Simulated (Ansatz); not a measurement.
Crystal: Ca.

```
CELL_PARAMETERS angstrom
-2.24000 2.24000 2.24000
2.24000 -2.24000 2.24000
2.24000 2.24000 -2.24000
ATOMIC_POSITIONS crystal
Ca 0.00000 0.00000 0.00000
```

This isn't the form of Ca at room conditions, which is fcc.

```yaml
Program: Ansatz 0.2.0
Task: relaxation of cell and atoms
Functional: PBE
Dispersion: D3(BJ)
Potentials_or_basis: Ansatz PAW
Cutoff: "420 eV (not typed: the program's choice for these potentials)"
k_mesh: 8 × 8 × 8
Occupations: fermi-dirac, width 0.05 eV
Spin: no spin polarisation
```

At the start: volume 44.96 Å³/atom.

Problem. How do energy, volume and symmetry change on relaxing?

Solution. It ends after 5 steps and the volume is 39.97 Å³/atom (-11.1 %); space group Im-3m (No. 229, to 0.05 Å).

Step by step:
| step | energy change (eV) | largest force (eV/Å) | volume (Å³) |
| --- | --- | --- | --- |
| 1 | 0.0000 | 0.0000 | 44.96 |
| 2 | -0.0174 | 0.0000 | 43.02 |
| 3 | -0.0287 | 0.0000 | 39.69 |
| 4 | -0.0288 | 0.0000 | 39.97 |
| 5 | -0.0286 | 0.0000 | 39.97 |

Final structure:
```
Ca
1.0
    -2.15396    2.15396    2.15396
     2.15396   -2.15396    2.15396
     2.15396    2.15396   -2.15396
Ca
1
Direct
  0.00000 0.00000 0.00000
```

Caveat: the plane-wave basis is chosen anew once the cell has moved, so the energies of steps on either side of that aren't comparable; pairwise dispersion overbinds metals, which lowers pressure and volume.
